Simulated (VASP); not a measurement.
VASP 6.6.1, PBE single-point calculation, SnTe₂ (CdCl2 (3R octahedral) bulk)

INCAR

```
ENCUT = 520
ISIF = 2
SIGMA = 0.02
EDIFF = 1E-7
NELM = 120
PREC = Accurate
IBRION = -1
LCHARG = .FALSE.
ISMEAR = -1
LWAVE = .FALSE.
NSW = 0
LREAL = .FALSE.
NBANDS = 20
LASPH = .TRUE.
GGA = PE
```

KPOINTS

```
KPOINTS created by Atomic Simulation Environment
0
Gamma
8 8 8
0 0 0
```

KPOINTS_OPT

```
special points
13
Reciprocal
0.0000000000 0.0000000000 0.0000000000 1
0.5000000000 0.0000000000 0.0000000000 1
0.5000000000 0.1911540932 -0.1911540932 1
0.8088459068 0.5000000000 0.1911540932 1
0.5000000000 0.5000000000 0.5000000000 1
0.3455770466 0.0000000000 -0.3455770466 1
0.6544229534 0.3455770466 0.0000000000 1
0.5000000000 0.5000000000 0.0000000000 1
0.6544229534 0.6544229534 0.1911540932 1
0.8088459068 0.3455770466 0.3455770466 1
0.0000000000 0.1250000000 -0.1250000000 1
0.7779613161 0.3110193419 0.3110193419 1
0.6080960674 0.6080960674 0.1338078652 1
```

POSCAR

```
Sn Te
 1.0000000000000000
     2.0883103829343739    1.2056865617386514    6.2909642583494847
    -2.0883103829343739    1.2056865617386514    6.2909642583494847
    -0.0000000000000000   -2.4113731234773019    6.2909642583494847
 Sn  Te
   1   2
Cartesian
  0.0000000000000000 -0.0000000000000000 -0.0000000000000000
  0.0000000000000000  0.0000000000000002  4.5552829180707963
  0.0000000000000000  0.0000000000000007 14.3176098569776542
```

VASP ran with the recommended PBE PAW datasets (26 valence electrons in the cell).

Command

```
mpirun -np 1 vasp_std
```

OSZICAR

```
N       E                     dE             d eps       ncg     rms          rms(c)
DAV:   1     0.182721167896E+03    0.18272E+03   -0.11585E+04  2624   0.135E+03
DAV:   2     0.914755821719E+01   -0.17357E+03   -0.16763E+03  2760   0.336E+02
DAV:   3    -0.963572325697E+01   -0.18783E+02   -0.18380E+02  3172   0.102E+02
DAV:   4    -0.103860184483E+02   -0.75030E+00   -0.74394E+00  3152   0.206E+01
DAV:   5    -0.104129773323E+02   -0.26959E-01   -0.26957E-01  3556   0.410E+00    0.704E+00
DAV:   6    -0.103663920553E+02    0.46585E-01   -0.11359E-01  3324   0.345E+00    0.454E+00
DAV:   7    -0.103640881295E+02    0.23039E-02   -0.62943E-02  3120   0.191E+00    0.343E-01
DAV:   8    -0.103629056774E+02    0.11825E-02   -0.74288E-03  3052   0.838E-01    0.263E-01
DAV:   9    -0.103630743614E+02   -0.16868E-03   -0.81911E-04  2932   0.185E-01    0.597E-02
DAV:  10    -0.103630934863E+02   -0.19125E-04   -0.52242E-05  3180   0.441E-02    0.253E-02
DAV:  11    -0.103631072445E+02   -0.13758E-04   -0.17747E-05  2900   0.253E-02    0.441E-03
DAV:  12    -0.103631077743E+02   -0.52978E-06   -0.56844E-07  3428   0.561E-03    0.487E-03
DAV:  13    -0.103631077020E+02    0.72297E-07   -0.29075E-07  2740   0.262E-03
   1 F= -.10363108E+02 E0= -.10361558E+02  d E =-.309988E-02
       N       E                     dE             ncg
DAV:   1     0.349374408335E+04   -0.80101E+04      532
DAV:   2     0.127162852640E+04   -0.22221E+04      560
DAV:   3     0.102680425615E+04   -0.24482E+03      624
DAV:   4     0.101745414014E+04   -0.93501E+01      636
DAV:   5     0.101708978096E+04   -0.36436E+00      728
DAV:   6     0.101708434277E+04   -0.54382E-02      652
DAV:   7     0.101708402440E+04   -0.31837E-03      756
DAV:   8     0.101708401854E+04   -0.58602E-05      668
DAV:   9     0.101708401807E+04   -0.47044E-06      468
DAV:  10     0.101708401806E+04   -0.85370E-08      436
```

From OUTCAR

```
k-points           NKPTS =     65   k-points in BZ     NKDIM =     65   number of bands    NBANDS=     20

   NELECT =      26.0000    total number of electrons

   dimension x,y,z NGX =    50 NGY =   50 NGZ =   50
   dimension x,y,z NGXF=   100 NGYF=  100 NGZF=  100

  energy-cutoff  :      520.00
  volume of cell :       95.04
      direct lattice vectors                 reciprocal lattice vectors
     2.088310383  1.205686562  6.290964258     0.239428010  0.138233826  0.052986048
    -2.088310383  1.205686562  6.290964258    -0.239428010  0.138233826  0.052986048
     0.000000000 -2.411373123  6.290964258     0.000000000 -0.276467652  0.052986048

 k-points in reciprocal lattice and weights: KPOINTS created by Atomic Simulation Env
   0.00000000  0.00000000  0.00000000       0.002
   0.12500000  0.00000000  0.00000000       0.012
   0.25000000  0.00000000  0.00000000       0.012
   0.37500000  0.00000000 -0.00000000       0.012
   0.50000000  0.00000000  0.00000000       0.006
   0.12500000  0.12500000  0.00000000       0.012
   0.25000000  0.12500000 -0.00000000       0.023
   0.37500000  0.12500000 -0.00000000       0.023
   ...

 E-fermi :   6.1011

 k-point     1 :       0.0000    0.0000    0.0000
  band No.  band energies     occupation
      1     -15.4317      2.00000
      2     -15.4317      2.00000
      3     -15.4101      2.00000
      4     -15.4050      2.00000
      5     -15.4050      2.00000
      6      -6.4366      2.00000
      7      -4.4669      2.00000
      8      -0.4565      2.00000
      9       5.4218      2.00000
     10       5.4218      2.00000
     11       5.4496      2.00000
     12       5.4496      2.00000
     13       6.0255      1.95546
     14       6.0811      1.46245
     15       8.5843      0.00000
     16       9.0175      0.00000
     17       9.0175      0.00000
     18      12.5119      0.00000
     19      12.5119      0.00000
     20      12.9737      0.00000

 k-point     2 :       0.1250    0.0000    0.0000
  band No.  band energies     occupation
      1     -15.4344      2.00000
      2     -15.4301      2.00000
      3     -15.4087      2.00000
      4     -15.4057      2.00000
      5     -15.4041      2.00000
      6      -6.2901      2.00000
      7      -4.4042      2.00000
      8      -0.3726      2.00000
      9       3.8416      2.00000
     10       4.5382      2.00000
     11       4.9341      2.00000
     12       5.5259      2.00000
     13       6.1394      0.25662
     14       7.2565      0.00000
     15       8.8278      0.00000
     16       9.3483      0.00000
     17       9.4092      0.00000
     18      12.1542      0.00000
     19      12.8930      0.00000
     20      13.2650      0.00000

 k-point     3 :       0.2500    0.0000    0.0000
  band No.  band energies     occupation
      1     -15.4413      2.00000
      2     -15.4273      2.00000
      3     -15.4092      2.00000
      4     -15.4031      2.00000
      5     -15.4011      2.00000
      6      -5.8672      2.00000
      7      -4.2686      2.00000
      8      -0.3199      2.00000
      9       2.4987      2.00000
     10       3.3096      2.00000
     11       4.3520      2.00000
     12       5.2721      2.00000
     13       5.6060      2.00000
     14       7.0882      0.00000
     15       9.3345      0.00000
     16      10.2094      0.00000
     17      10.4581      0.00000
     18      11.7510      0.00000
     19      13.0208      0.00000
     20      13.7748      0.00000

 k-point     4 :       0.3750    0.0000   -0.0000
  band No.  band energies     occupation
      1     -15.4485      2.00000
      2     -15.4256      2.00000
      3     -15.4113      2.00000
      4     -15.3985      2.00000
      5     -15.3968      2.00000
      6      -5.2370      2.00000
      7      -4.2440      2.00000
      8      -0.7139      2.00000
      9       2.0367      2.00000
     10       2.7178      2.00000
     11       3.9384      2.00000
     12       4.6521      2.00000
     13       4.9967      2.00000
     14       6.6543      0.00000
     15       8.8376      0.00000
     16      10.7920      0.00000
     17      11.3801      0.00000
     18      11.7943      0.00000
     19      13.7550      0.00000
     20      14.4673      0.00000

 k-point     5 :       0.5000    0.0000    0.0000
  band No.  band energies     occupation
      1     -15.4516      2.00000
      2     -15.4253      2.00000
      3     -15.4122      2.00000
      4     -15.3966      2.00000
      5     -15.3947      2.00000
      6      -4.6086      2.00000
      7      -4.5690      2.00000
      8      -1.0116      2.00000
      9       1.7812      2.00000
     10       3.1550      2.00000
     11       3.7920      2.00000
     12       3.8375      2.00000
     13       4.8875      2.00000
     14       6.4984      0.00000
     15       8.5347      0.00000
     16      10.9648      0.00000
     17      11.7415      0.00000
     18      11.8120      0.00000
     19      13.4726      0.00000
     20      15.1458      0.00000

 k-point     6 :       0.1250    0.1250    0.0000
  band No.  band energies     occupation
      1     -15.4343      2.00000
      2     -15.4301      2.00000
      3     -15.4087      2.00000
      4     -15.4057      2.00000
      5     -15.4041      2.00000
      6      -6.2765      2.00000
      7      -4.4403      2.00000
      8      -0.3184      2.00000
      9       3.8478      2.00000
     10       4.4405      2.00000
     11       4.7747      2.00000
     12       5.7451      2.00000
     13       6.3069      0.00007
     14       7.1780      0.00000
     15       8.5877      0.00000
     16       9.4190      0.00000
     17       9.4799      0.00000
     18      12.2986      0.00000
     19      12.7444      0.00000
     20      13.2907      0.00000

 k-point     7 :       0.2500    0.1250   -0.0000
  band No.  band energies     occupation
      1     -15.4384      2.00000
      2     -15.4288      2.00000
      3     -15.4069      2.00000
      4     -15.4067      2.00000
      5     -15.4015      2.00000
      6      -5.9792      2.00000
      7      -4.3618      2.00000
      8      -0.2347      2.00000
      9       2.8969      2.00000
     10       3.3801      2.00000
     11       4.5360      2.00000
     12       5.0668      2.00000
     13       6.2012      0.01335
     14       7.4139      0.00000
     15       9.2385      0.00000
     16       9.6763      0.00000
     17      10.1691      0.00000
     18      11.8976      0.00000
     19      12.6347      0.00000
     20      13.3605      0.00000

 k-point     8 :       0.3750    0.1250   -0.0000
  band No.  band energies     occupation
      1     -15.4442      2.00000
      2     -15.4280      2.00000
      3     -15.4088      2.00000
      4     -15.4028      2.00000
      5     -15.3973      2.00000
      6      -5.4387      2.00000
      7      -4.2634      2.00000
      8      -0.5329      2.00000
      9       2.4715      2.00000
     10       2.5784      2.00000
     11       3.9258      2.00000
     12       4.3095      2.00000
     13       5.5521      2.00000
     14       7.2761      0.00000
     15       9.5785      0.00000
     16      10.1156      0.00000
     17      10.8350      0.00000
     18      11.6821      0.00000
     19      12.9328      0.00000
     20      13.6127      0.00000

 k-point     9 :       0.5000    0.1250    0.0000
  band No.  band energies     occupation
      1     -15.4485      2.00000
      2     -15.4278      2.00000
      3     -15.4101      2.00000
      4     -15.3982      2.00000
      5     -15.3957      2.00000
      6      -4.7796      2.00000
      7      -4.3768      2.00000
      8      -1.0190      2.00000
      9       1.9795      2.00000
     10       2.8983      2.00000
     11       3.2430      2.00000
     12       4.1703      2.00000
     13       4.7537      2.00000
     14       7.0956      0.00000
     15       9.3232      0.00000
     16      10.3735      0.00000
     17      11.2712      0.00000
     18      11.8002      0.00000
     19      13.9039      0.00000
     20      14.1036      0.00000

 k-point    10 :      -0.3750    0.1250    0.0000
  band No.  band energies     occupation
      1     -15.4485      2.00000
      2     -15.4278      2.00000
      3     -15.4101      2.00000
      4     -15.3982      2.00000
      5     -15.3957      2.00000
      6      -4.8666      2.00000
      7      -4.2725      2.00000
      8      -0.9721      2.00000
      9       1.9117      2.00000
     10       2.6316      2.00000
     11       3.2994      2.00000
     12       4.0409      2.00000
     13       5.1594      2.00000
     14       7.1175      0.00000
     15       9.4101      0.00000
     16      10.2847      0.00000
     17      11.1698      0.00000
     18      12.0978      0.00000
     19      13.5316      0.00000
     20      14.3598      0.00000

 ...

  Total        1.0859782      1.0859782      1.2532598      0.0000000     -0.0000000      0.0000000
  in kB       18.3076991     18.3076991     21.1277748      0.0000000     -0.0000000      0.0000000
  external PRESSURE =      19.2477243 kB  Pullay stress =       0.0000000 kB

 POSITION                                       TOTAL-FORCE (eV/Angst)
 -----------------------------------------------------------------------------------
      0.00000      0.00000      0.00000        -0.000000      0.000000      0.000000
      0.00000      0.00000      4.55528         0.000000     -0.000000     -0.287091
      0.00000      0.00000     14.31761         0.000000      0.000000      0.287091
 -----------------------------------------------------------------------------------
    total drift:                                0.000000     -0.000000     -0.000000

  FREE ENERGIE OF THE ION-ELECTRON SYSTEM (eV)
  ---------------------------------------------------
  free  energy   TOTEN  =       -10.3631077020 eV

  energy  without entropy=      -10.3600078225  energy(sigma->0) =      -10.36155776
```

| Item | Value |
| --- | --- |
| gap between bands v and c | -0.85 eV (bands overlap: a metal) |
| least direct gap | 0.01 eV |
| pressure | 1.9 GPa |
| largest force | 0.29 eV/Å |

Band v is the last that the valence electrons fill when counted band by band, and c is the next.

The run took about 1.9 min on one core of a shared host (Intel Xeon 6975P-C) and held 0.42 GiB at most.
